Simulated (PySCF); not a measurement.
# BeTe (F-43m) in PySCF: further runs, part 2 of 2

PySCF 2.14.0. The steps go on from the part before.

### 7 Single point, LDA, 21.25 Å³/atom

The input, run.py:

```python
import json
import numpy as np
from pyscf.pbc import gto, scf, dft, df

cell = gto.Cell()
cell.basis = {'Be': 'DZVP-MOLOPT-SR-GTH-q4', 'Te': 'DZVP-MOLOPT-SR-GTH-q6'}
cell.pseudo = {'Be': 'GTH-PBE-q4', 'Te': 'GTH-PBE-q6'}
cell.fromfile('BeTe.xyz')
cell.ke_cutoff = 400  # hartree
cell.exp_to_discard = 0.02
cell.precision = 1e-08
cell.space_group_symmetry = True
cell.symmorphic = False
cell.max_memory = 5880  # MB
cell.verbose = 4
cell.build()

res = {}
kpts = cell.make_kpts([2, 2, 2], space_group_symmetry=True, time_reversal_symmetry=True)
cell.space_group_symmetry = False  # the mesh holds the operations; no search on the supercells of the integral code
mf = dft.KRKS(cell, kpts, xc='LDA_X,LDA_C_PW')
mf = mf.multigrid_numint()
mf = mf.smearing(sigma=0.00183747, method='fermi')  # hartree
mf.conv_tol = 1e-07
mf.max_cycle = 60

mf.kernel()
res.update(converged=bool(mf.converged), e_tot=mf.e_tot, nelec=cell.nelectron, nao=cell.nao, mesh=list(map(int, cell.mesh)), a=cell.lattice_vectors().tolist(), coords=cell.atom_coords().tolist(),
           mo_energy=[np.real(x).tolist() for x in mf.mo_energy], mo_occ=[np.real(x).tolist() for x in mf.mo_occ])
res.update(e_free=mf.e_free, e_zero=mf.e_zero)
res.update(kpts=kpts.kpts_scaled_ibz.tolist(), weights=kpts.weights_ibz.tolist())
res['parts'] = {k: float(np.real(v)) for k, v in mf.scf_summary.items() if np.isscalar(v)}
json.dump(res, open('results.json', 'w'))
if not mf.converged:
    raise SystemExit('SCF not converged')

print('levels (eV)')
for i, kp in enumerate(res['kpts'][:40]):
    print('k %7.4f %7.4f %7.4f  ' % tuple(kp), ' '.join('%.3f' % (x * 27.211386) for x in res['mo_energy'][i][:10]))

mf = mf.to_khf()  # unfold to the whole mesh
kpts = mf.kpts
# Mulliken populations
dm, s = np.asarray(mf.make_rdm1()), np.asarray(mf.get_ovlp())
sites = cell.aoslice_by_atom()[:, 2:]
tot = np.einsum('kij,kji->i', dm, s).real / len(kpts)
res['mulliken'] = [cell.atom_charge(i) - tot[a0:a1].sum() for i, (a0, a1) in enumerate(sites)]
print('Mulliken charges', np.round(res['mulliken'], 5))
res['done'] = True
json.dump(res, open('results.json', 'w'))
```

The input, BeTe.xyz:

```xyz
2
Lattice="0.0000000000 2.7700000000 2.7700000000 2.7700000000 0.0000000000 2.7700000000 2.7700000000 2.7700000000 0.0000000000" Properties=species:S:1:pos:R:3 pbc="T T T"
Te     4.1550000000      4.1550000000      4.1550000000
Be     0.0000000000      0.0000000000      0.0000000000
```

Command:

```sh
OMP_NUM_THREADS=4 python -u run.py > log
```

It took 3.7 min on 4 threads of Intel Xeon at 2.50GHz (Skylake/Cascade Lake), shared host; peak memory 0.35 GiB.

It converged, with:

| Item | Value |
| --- | --- |
| Free energy | -615.2103 eV |
| Band gap on the k mesh | 2.29 eV, indirect (least direct gap 3.51 eV) |
| Mulliken charges | Te -0.02; Be +0.02 e |

Caveat: the k mesh is coarse (spacing up to 0.98 Å⁻¹), so the values aren't converged; Mulliken charges move with the basis; the potentials were made for another functional, which shifts forces and pressure; spin-orbit coupling is left out, which moves the levels of the heavy elements; the basis of atomic orbitals isn't converged, which shifts pressures, moduli and gaps.

### 8 Single point, LDA, 21.68 Å³/atom (volume scaled by 1.02)

run.py is that of step 7.

The input, BeTe.xyz:

```xyz
2
Lattice="0.0000000000 2.7883449055 2.7883449055 2.7883449055 0.0000000000 2.7883449055 2.7883449055 2.7883449055 0.0000000000" Properties=species:S:1:pos:R:3 pbc="T T T"
Te     4.1825173582      4.1825173582      4.1825173582
Be     0.0000000000      0.0000000000      0.0000000000
```

Command:

```sh
OMP_NUM_THREADS=4 python -u run.py > log
```

Wall time 3.6 min (4 threads of Intel Xeon at 2.50GHz (Skylake/Cascade Lake), shared host); peak memory 0.35 GiB.

Results (log left out):

| Property | Result |
| --- | --- |
| Free energy | -615.2669 eV |
| Band gap on the k mesh | 2.32 eV, indirect (least direct gap 3.53 eV) |
| Mulliken charges | Te -0.04; Be +0.04 e |

Caveat: the k mesh is coarse (spacing up to 0.98 Å⁻¹), so the values aren't converged; Mulliken charges move with the basis; the potentials were made for another functional, which shifts forces and pressure; spin-orbit coupling is left out, which moves the levels of the heavy elements; the basis of atomic orbitals isn't converged, which shifts pressures, moduli and gaps.

### 9 Single point, LDA, 22.10 Å³/atom (volume scaled by 1.04)

run.py is that of step 8.

The input, BeTe.xyz:

```xyz
2
Lattice="0.0000000000 2.8064515486 2.8064515486 2.8064515486 0.0000000000 2.8064515486 2.8064515486 2.8064515486 0.0000000000" Properties=species:S:1:pos:R:3 pbc="T T T"
Te     4.2096773229      4.2096773229      4.2096773229
Be     0.0000000000      0.0000000000      0.0000000000
```

Potentials or basis: DZVP-MOLOPT-SR/GTH-PBE (potentials made for PBE).

Command:

```sh
OMP_NUM_THREADS=4 python -u run.py > log
```

Run time: 3.8 min. Hardware: 4 threads of Intel Xeon at 2.50GHz (Skylake/Cascade Lake), shared host; peak memory 0.35 GiB.

Results (log left out):

```
Free energy            : -615.3145 eV
Band gap on the k mesh : 2.35 eV, indirect (least direct gap 3.55 eV)
Mulliken charges       : Te -0.05; Be +0.05 e
```

Caveat: the k mesh is coarse (spacing up to 0.97 Å⁻¹), so the values aren't converged; Mulliken charges move with the basis; the potentials were made for another functional, which shifts forces and pressure; spin-orbit coupling is left out, which moves the levels of the heavy elements; the basis of atomic orbitals isn't converged, which shifts pressures, moduli and gaps.

### 10 Single point, LDA, 22.53 Å³/atom (volume scaled by 1.06)

run.py is that of step 9.

The input, BeTe.xyz:

```xyz
2
Lattice="0.0000000000 2.8243275181 2.8243275181 2.8243275181 0.0000000000 2.8243275181 2.8243275181 2.8243275181 0.0000000000" Properties=species:S:1:pos:R:3 pbc="T T T"
Te     4.2364912772      4.2364912772      4.2364912772
Be     0.0000000000      0.0000000000      0.0000000000
```

Command:

```sh
OMP_NUM_THREADS=4 python -u run.py > log
```

Run time: 3.6 min. Hardware: 4 threads of Intel Xeon at 2.50GHz (Skylake/Cascade Lake), shared host; peak memory 0.35 GiB.

It converged, with:

```yaml
Free_energy: -615.3538 eV
Band_gap_on_the_k_mesh: 2.38 eV, indirect (least direct gap 3.56 eV)
Mulliken_charges: Te -0.07; Be +0.07 e
```

Caveat: the k mesh is coarse (spacing up to 0.96 Å⁻¹), so the values aren't converged; Mulliken charges move with the basis; the potentials were made for another functional, which shifts forces and pressure; spin-orbit coupling is left out, which moves the levels of the heavy elements; the basis of atomic orbitals isn't converged, which shifts pressures, moduli and gaps.

### 11 Equation of state, LDA

This step only gathers the single runs of the series.

Results (log left out):

```yaml
Equilibrium_volume: outside the volumes run
```

Energy against volume, from the lowest point:
| volume (Å³/atom) | energy (meV/atom) |
| --- | --- |
| 19.979 | 188.01 |
| 20.404 | 143.56 |
| 20.829 | 104.98 |
| 21.254 | 71.78 |
| 21.679 | 43.48 |
| 22.104 | 19.68 |
| 22.529 | 0.00 |

Caveat: the k mesh is coarse (spacing up to 0.98 Å⁻¹), so the values aren't converged; the minimum lies outside the volumes run; the potentials were made for another functional, which shifts forces and pressure; the basis of atomic orbitals isn't converged, which shifts pressures, moduli and gaps.
